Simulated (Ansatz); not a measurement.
# GaN (rocksalt type): the cost of one run

Program: Ansatz 0.2.0. Level of theory: DFT PBEsol, with the methods named in each step. These are calculated values, not measurements.

## (1) The starting structure

The structure is cubic, space group Fm-3m (No. 225). Conventional cell: a = 4.309 Å, b = 4.309 Å, c = 4.309 Å, α = 90.00°, β = 90.00°, γ = 90.00°. Ga (site symmetry m-3m) has 6 N at 2.15 Å as nearest neighbours. Around N (site symmetry m-3m) lie 6 Ga at 2.15 Å.

Structure file:

```
Ga N
1.0
     0.00000    2.15443    2.15443
     2.15443    0.00000    2.15443
     2.15443    2.15443    0.00000
Ga N
1 1
Direct
  0.00000 0.00000 0.00000
  0.50000 0.50000 0.50000
```

Whether this phase is the stable one at these pressures isn't tested.

Atoms are numbered in the order of the input: Ga1, N2.

## (2) Cell relaxed at zero pressure, PAW

File input.yaml:

```yaml
crystal:
  lattice:
    - [0.0, 2.15443469, 2.15443469]
    - [2.15443469, 0.0, 2.15443469]
    - [2.15443469, 2.15443469, 0.0]
  atoms:
    - { symbol: Ga, position: [0.0, 0.0, 0.0] }
    - { symbol: "N", position: [0.5, 0.5, 0.5] }
kpoints:
  mp_grid: { grid: [17, 17, 17] }
scf:
  occupations: { method: fermi_dirac, width: 0.05 }
hamiltonian:
  xc: pbesol
  pseudopotentials: { kind: paw }
output:
  forces: true
  stress: true
relax:
  f_tol: 0.005
  max_steps: 40
  cell: {}
```

The run is started by

```sh
$ ansatz run input.yaml --threads 1 --pin off --max-ram 2048MiB --backend cpu --events-out ev --progress --plain --runs-dir out
```

Q: Estimate wall time and peak memory on 1 thread of Arm Neoverse V1, shared host.

About 20 s, with a peak of 0.37 GiB.
